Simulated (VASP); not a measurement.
Here is a VASP 6.6.1 calculation.

INCAR

```
SYSTEM = MnO
ALGO     = Fast           ! electronic algorithm
EDIFF    = 1E-7           ! SCF threshold, eV
ENCUT    = 520            ! plane-wave cutoff, eV
GGA      = PE             ! functional
ISIF     = 2              ! what is computed and relaxed
ISMEAR   = 0              ! smearing method
ISPIN    = 2              ! spin polarisation
LASPH    = .TRUE.         ! aspherical terms in the spheres
LCHARG   = .FALSE.        ! write CHGCAR
LDAU     = .TRUE.         ! DFT+U
LDAUJ    = 0 0          
LDAUL    = 2 -1           ! shell
LDAUPRINT= 1            
LDAUTYPE = 2            
LDAUU    = 3 0            ! U, eV
LMAXMIX  = 4              ! l up to which the mixer works
LORBIT   = 11             ! projections on sites
LREAL    = .FALSE.        ! projectors in reciprocal space
LWAVE    = .FALSE.        ! write WAVECAR
MAGMOM   = 0 0 0 0        ! initial moments
NBANDS   = 31             ! bands
NELM     = 150            ! most SCF steps
PREC     = Accurate       ! precision mode
SIGMA    = 0.05           ! smearing width, eV
```

File KPOINTS:

```
k-points
0
G
  6 6 4
  0 0 0
```

POSCAR

```
MnO
1.0
    3.3717001900      0.0000000000      0.0000000000
   -1.6858500900      2.9199780200      0.0000000000
    0.0000000000      0.0000000000      5.3854988200
Mn O
2 2
Direct
    0.3333333333      0.6666666667      0.0109600000
    0.6666666667      0.3333333333      0.5109600000
    0.3333333333      0.6666666667      0.3754700000
    0.6666666667      0.3333333333      0.8754700000
```

Potentials or basis: VASP PAW PBE potentials, release 64 (Mn_pv, O).

Run with:

```console
$ cat potpaw_PBE.64/Mn_pv/POTCAR potpaw_PBE.64/O/POTCAR > POTCAR
$ mpirun -np 1 vasp_std > vasp.out
```

Estimate the largest force.

0.693 eV/Å.

Predict the band gap on the k mesh.

none (metal or under the smearing width).

Stress tensor (GPa, compression positive):
```
-25.79   0.00   0.00
  0.00 -25.79   0.00
  0.00   0.00 -13.46
```
